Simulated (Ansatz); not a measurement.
Ti: the change of pressure and largest V_zz with volume scale

Results calculated with Ansatz 0.2.0, not measured. Periodic Kohn-Sham DFT of a crystal at fixed atoms, scaled to volume_scale times the given cell; pressure positive in compression, energy less spherical unpolarised free atoms, largest_vzz the field gradient of largest size among the nuclei.

The cell before it is scaled or strained (space group P6_3/mmc, No. 194):
```
Ti
1.0
      2.9500     0.0000     0.0000
     -1.4750     2.5548     0.0000
      0.0000     0.0000     4.6860
Ti
2
Direct
  0.33333 0.66667 0.25000
  0.66667 0.33333 0.75000
```

Settings of every row: method frozen-core PAW; functional PBE; relativity scalar; k mesh 13x13x7; filling fermi-dirac; smearing width 0.08 eV; wave cutoff 420 eV; paw set soft_2.

Atom start moment: 0 on all atoms.

Limits: no gap: field gradients move with the k mesh.

| row | volume scale | V (Å³/atom) | pressure (GPa) | largest V_zz (1e21 V/m^2) |
| --- | --- | --- | --- | --- |
| 1 | 0.94 | 16.599 | 5.748 | 2.095 |
| 2 | 0.96 | 16.952 | 3.078 | 2.006 |
| 3 | 0.98 | 17.305 | ? | ? |
| 4 | 0.99 | 17.482 | -0.489 | 1.871 |
| 5 | 1 | 17.658 | -1.571 | 1.828 |
| 6 | 1.01 | 17.835 | -2.603 | 1.784 |
| 7 | 1.02 | 18.012 | -3.589 | 1.741 |
| 8 | 1.04 | 18.365 | -5.426 | 1.662 |
| 9 | 1.06 | 18.718 | -7.097 | 1.582 |

Question: what pressure and largest V_zz should row 3 give?

Worked fit of pressure. Take u = (V_r/V)^(2/3) − 1 with V_r = 17.747 Å³ an atom, which is twice the finite (Eulerian) strain; such expansions in the strain, on which the Birch-Murnaghan equation of state is built, carry the rest volume and the bulk modulus. The shown rows have u = 0.04559, 0.03103, 0.01008, 0.00336, -0.00329, -0.00983, -0.02256, -0.03489. Least squares give pressure = −2.0954 + 155.741 × u + 356.67 × u² GPa; a straight line predicts inner rows, each left out in turn, worse (root mean square 0.19 against 0.0028 GPa). The rows lie off it by 0.002, -0.003, 0.000, -0.003, 0.001, 0.003, 0.001, -0.002. The pressure vanishes at u = 0.0131, or V = 17.4 Å³ an atom, and there the bulk modulus at fixed shape and fractions is B = −V dP/dV = (2/3)(1 + u) dP/du = 111 GPa. Letting shape and atoms relax would as a rule lower it, by much in layered, chain or molecular crystals. The withheld row has u = 0.01696, so the fit gives −2.0954 + 155.741 × (0.01696) + 356.67 × (0.01696)² = 0.649 GPa.

The calculation gave 0.645 GPa. The fit lies 0.004 GPa (0.031 % of the column's range) above it; its largest miss of a shown row is 0.003 GPa.

Worked fit of largest V_zz. Take t = volume scale − 1. The shown rows have t = -0.06, -0.04, -0.01, 0, 0.01, 0.02, 0.04, 0.06. Least squares give largest V_zz = 1.8274 − 4.288 × t + 3.23 × t² 1e21 V/m^2; a straight line predicts inner rows, each left out in turn, worse (root mean square 0.0045 against 0.0017 1e21 V/m^2). The rows lie off it by -0.001, 0.002, 0.000, 0.001, -0.001, -0.002, 0.001, 0.000. The withheld row has t = -0.02, so the fit gives 1.8274 − 4.288 × (-0.02) + 3.23 × (-0.02)² = 1.914 1e21 V/m^2.

The calculation gave 1.915 1e21 V/m^2. The fit lies 0.001 1e21 V/m^2 (0.19 % of the column's range) below it, one unit of the last digit.
